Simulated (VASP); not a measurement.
Here is a VASP 6.6.1 calculation.

INCAR

```
  PREC = Accurate
  ENCUT = 600
  EDIFF = 1E-6
  ISMEAR = 0
  SIGMA = 0.03
  LREAL = F
  LASPH = T
  NELM = 120
  ALGO = Fast
  ISIF = 3
  LWAVE = F
  LCHARG = F
  GGA = RE
  IVDW = 12
  IBRION = 2
  NSW = 60
  EDIFFG = -0.005
  LATTICE_CONSTRAINTS = .TRUE. .TRUE. .FALSE.
  KPAR = 2
```

KPOINTS

```
regular mesh
0
Gamma
  12 12 1
```

Contents of POSCAR:

```
SnSe2
1.0
    3.8500000000      0.0000000000      0.0000000000
   -1.9250000000      3.3341978000      0.0000000000
    0.0000000000      0.0000000000     19.1800000000
Se Sn
2 1
Direct
    0.3333330000      0.6666670000      0.4171011500
    0.6666670000      0.3333330000      0.5828988500
    0.0000000000      0.0000000000      0.5000000000
```

Potentials or basis: VASP PAW PBE potentials, release 64 (Se, Sn_d).

Command:

```console
$ cat potpaw_PBE.64/Se/POTCAR potpaw_PBE.64/Sn_d/POTCAR > POTCAR
$ mpirun -np 2 vasp_std > vasp.out
```

Task: Predict the space group after relaxing (to 0.05 Å).

Result: P-3m1 (No. 164).

Task: What does it give for the dispersion energy per atom?

Result: -0.502 eV.

Task: Predict the band gap on the k mesh.

Result: 0.81 eV, indirect (least direct gap 1.16 eV).

The path:
| step | energy change (eV) | largest force (eV/Å) | pressure (GPa) | volume (Å³) |
| --- | --- | --- | --- | --- |
| 1 | 0.0000 | 0.0484 | -0.20 | 246.21 |
| 2 | -0.0043 | 0.1297 | 0.13 | 242.01 |
| 3 | -0.0043 | 0.1223 | 0.10 | 242.39 |
| 4 | -0.0054 | 0.0707 | 0.06 | 241.99 |
| 5 | -0.0060 | 0.0114 | 0.01 | 241.54 |
| 6 | -0.0060 | 0.0005 | 0.00 | 241.45 |

Caveat: the PAW data sets were made with another functional, which shifts forces and pressure a little; spin-orbit coupling is left out, which moves the levels of the heavy elements.
